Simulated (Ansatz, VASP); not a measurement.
GaP in VASP and in Ansatz

Contents of INCAR:

```
PREC = Accurate ; ENCUT = 520
EDIFF = 1E-6 ; ISMEAR = 0
SIGMA = 0.05 ; LREAL = False
LASPH = True ; NELM = 80
ALGO = Normal ; ISIF = 2
LWAVE = False ; LCHARG = False
GGA = PS ; NBANDS = 16
```

KPOINTS

```
regular mesh
0
Gamma
  10 10 10
```

File POSCAR:

```
GaP
1.0
    0.0000000000      2.6702261494      2.6702261494
    2.6702261494      0.0000000000      2.6702261494
    2.6702261494      2.6702261494      0.0000000000
Ga P
1 1
Direct
    0.0000000000      0.0000000000      0.0000000000
    0.7500000000      0.7500000000      0.7500000000
```

Input for Ansatz:

```yaml
crystal:
  lattice:
    - [0.0, 2.6702261494, 2.6702261494]
    - [2.6702261494, 0.0, 2.6702261494]
    - [2.6702261494, 2.6702261494, 0.0]
  atoms:
    - { symbol: Ga, position: [0.0, 0.0, 0.0] }
    - { symbol: P, position: [0.75, 0.75, 0.75] }
basis:
  ecutwfc: 420
kpoints:
  mp_grid: { grid: [10, 10, 10] }
hamiltonian:
  xc: pbesol
  pseudopotentials: { kind: paw, azcp: { folder: soft_1 } }
scf:
  occupations: { method: gaussian, width: 0.05 }
output:
  forces: true
  stress: true
  eigenvalues: true
```

Alike in both runs: task single point; functional PBEsol; k mesh 10 × 10 × 10; occupations gaussian, width 0.05 eV; no spin polarisation.

|  | VASP | Ansatz |
| --- | --- | --- |
| version | VASP 6.6.1 | Ansatz 0.2.0 |
| potentials or method | VASP PAW PBE potentials, release 64 (Ga_d, P) | scalar-relativistic, plane waves, PAW |
| plane-wave cutoff (eV) | 520 | 420 |
| valence electrons in the cell | 18 | 18 |

```csv
,VASP,Ansatz,Ansatz less VASP
gap on the k mesh at the Fermi level (eV),1.37,1.37,-0.002
least direct gap on the mesh (eV),2.26,2.25,-0.009
pressure (GPa),5.1,5.3,+0.15
```

Ansatz warned: «pseudo_functional_mismatch».

Caveats: the PAW data sets were made with another functional, which shifts forces and pressure a little (VASP). A k mesh can miss the band edges.
